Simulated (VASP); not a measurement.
# I: optical spectrum of independent particles, by functional and spin-orbit coupling

I, Cmce (no. 64), 4 atoms in the cell.

| Functional | Spin-orbit coupling | ε at zero frequency, electronic | Mean energy of the absorption, weighted by Im ε (eV) | Direct gap on the mesh (eV) | Time (s) |
|---|---|---|---|---|---|
| PBE | no | 9.47 | 5.66 | 1.41 | 12 |
| LDA | no | 10.26 | 5.47 | 1.31 | 11 |
| PBEsol | no | 9.88 | 5.56 | 1.36 | 12 |
| r2SCAN | no | 8.08 | 6.05 | 1.66 | 67 |
| TB-mBJ | no | 7.28 | 6.30 | 1.74 | 56 |
| RPBE | no | 9.03 | 5.78 | 1.46 | 13 |
| PBE | yes | 10.00 | 5.58 | 1.29 | 55 |
| TB-mBJ | yes | 7.58 | 6.22 | 1.62 | 335 |

Limits: The 6×6×2 mesh is coarse for a spectrum: peaks stand apart that a denser mesh merges, and ε at zero frequency can be far too high; rows 1, 2, 3, 4, 5, 6: spin-orbit coupling is left out, which can matter with atoms this heavy; the pull between electron and hole is left out; rows 1, 2, 3, 4, 6, 7: the onset follows the functional's gap, which semilocal functionals usually make too small; ε is the mean of a tensor that differs by direction.

## Input of the first row

INCAR:
```
SYSTEM = I
PREC = Accurate ; ENCUT = 230
ISMEAR = 0 ; SIGMA = 0.02
EDIFF = 1E-7 ; LASPH = .True.
KPAR = 4 ; LWAVE = .True.
LCHARG = .False. ; LOPTICS = .True.
ALGO = Normal ; NBANDS = 38
NEDOS = 2000 ; CSHIFT = 0.1
GGA = PE
```

KPOINTS:
```
k-points
0
Gamma
  6 6 2
```

POSCAR:
```
I
1.0
    3.6350350000     -2.3950200000      0.0000000000
    3.6350350000      2.3950200000      0.0000000000
    0.0000000000      0.0000000000      9.7934400000
I
4
Direct
    0.6493000000      0.3507000000      0.3844000000
    0.1493000000      0.8507000000      0.1156000000
    0.3507000000      0.6493000000      0.6156000000
    0.8507000000      0.1493000000      0.8844000000
```

Commands:
```
cat potpaw_PBE.64/I/POTCAR > POTCAR
mpirun -np 4 vasp_std > vasp.out
```

Changes of row 7 against the first:
```
- NBANDS = 38
+ NBANDS = 76
+ LSORBIT = True
+ MAGMOM = 12*0
+ GGA_COMPAT = False
- vasp_std
+ vasp_ncl
```

VASP 6.6.1 took 12 s on 4 cores (AMD EPYC 9R45 (Zen 5)), a shared host.
